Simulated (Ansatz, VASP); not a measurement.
**One calculation of MgS, two programs**

```
Mg S
1.0
     0.00000    2.71764    2.71764
     2.71764    0.00000    2.71764
     2.71764    2.71764    0.00000
Mg S
1 1
Direct
  0.00000 0.00000 0.00000
  0.25000 0.25000 0.25000
```

Change from the starting cell: hydrostatic strain -4.0%.

Alike in both runs: task single point; functional PBE; k mesh 8 × 8 × 8; occupations fermi-dirac, width 0.02 eV; no spin polarisation.

|  | VASP | Ansatz |
| --- | --- | --- |
| version | VASP 6.6.1 | Ansatz 0.2.0 |
| potentials or method | VASP PAW PBE potentials, release 64 (Mg, S) | plane waves, PAW |
| plane-wave cutoff (eV) | 520 | 420 |
| valence electrons in the cell | 8 | 16 |

|  | VASP | Ansatz | Ansatz less VASP |
| --- | --- | --- | --- |
| gap on the k mesh at the Fermi level (eV) | 3.75 | 3.76 | +0.003 |
| pressure (GPa) | 10.3 | 10.4 | +0.12 |

The functional is the same, so the differences come from potentials, cutoffs and numerics. The two sets of potentials don't hold the same shells in valence.

A k mesh can miss the band edges.
